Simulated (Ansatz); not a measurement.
# BaZrO3 (Pm-3m) under strain

A 5-atom cell of BaZrO3 started from a crystallographic database, relaxed with r2SCAN in Ansatz 0.2.0. The symmetry is Pm-3m (No. 221, cubic); a = 4.205 Å in the conventional setting, 14.87 Å³ an atom. Ba has 12 O at 2.97 Å; Zr has 6 O at 2.10 Å; O has 2 Zr at 2.10 Å and 4 Ba at 2.97 Å.

The axes x, y and z are those of this cell:
```
CELL_PARAMETERS angstrom
4.20535 0.00000 0.00000
0.00000 4.20535 0.00000
0.00000 0.00000 4.20535
ATOMIC_POSITIONS crystal
Ba 0.00000 0.00000 0.00000
Zr 0.50000 0.50000 0.50000
O 0.00000 0.50000 0.50000
O 0.50000 0.00000 0.50000
O 0.50000 0.50000 0.00000
```

Unstrained: PBE gives an indirect gap of 3.217 eV, from R to Γ; the least direct gap is 3.424 eV at Γ. The r2SCAN gap is indirect, 3.732 eV (R to Γ), below the direct gap of 3.959 eV at Γ. The HSE06 gap is indirect, 4.686 eV (R to Γ), below the direct gap of 4.964 eV at Γ. Meshes: PBE 6×6×6, r2SCAN 6×6×6, HSE06 4×4×4. Strains are changes of length per length, and xy shears are angles. After each strain the atoms were relaxed again with r2SCAN within the symmetry that the strain leaves, so tilts or polar shifts that break it weren't tested; points keep the names that they have in the unstrained zone. No spin polarisation and no zero-point or thermal motion.

Changes of the least gap in eV (an overlap counts as a negative gap):
```csv
strain,volume change (%),space group,PBE,r2SCAN,HSE06,"energy rise, r2SCAN (meV/atom)"
uniaxial -1.17 % along z,-1.2,P4/mmm,-0.014,-0.012,-0.010,2.1
"xy shear, engineering strain (angle) -2.74 %",0.0,Cmmm,-0.118,-0.120,-0.126,3.2
isotropic -2.37 % on every length,-6.9,Pm-3m,+0.161,+0.181,+0.184,41.3
```

Uniaxial -1.17 % along z, other directions held. HSE06: the gap goes from 4.686 to 4.676 eV (-0.010 eV). Stress change with r2SCAN, compression positive: xx +1.03, yy +1.03, zz +3.96 GPa.

Xy shear, engineering strain (angle) -2.74 %. HSE06: the gap goes from 4.686 to 4.560 eV (-0.126 eV). Stress change with r2SCAN, compression positive: xx +0.04, yy +0.04, zz +0.04, xy +2.50 GPa.

Isotropic -2.37 % on every length. HSE06: the gap goes from 4.686 to 4.870 eV (+0.184 eV). Stress change with r2SCAN, compression positive: xx +13.73, yy +13.73, zz +13.73 GPa. For HSE06, dE_g/d ln V = -2.6 eV over this step.

Spin-orbit coupling is left out.

The meshes of the hybrids are coarse, so their gaps aren't converged to the digits shown.
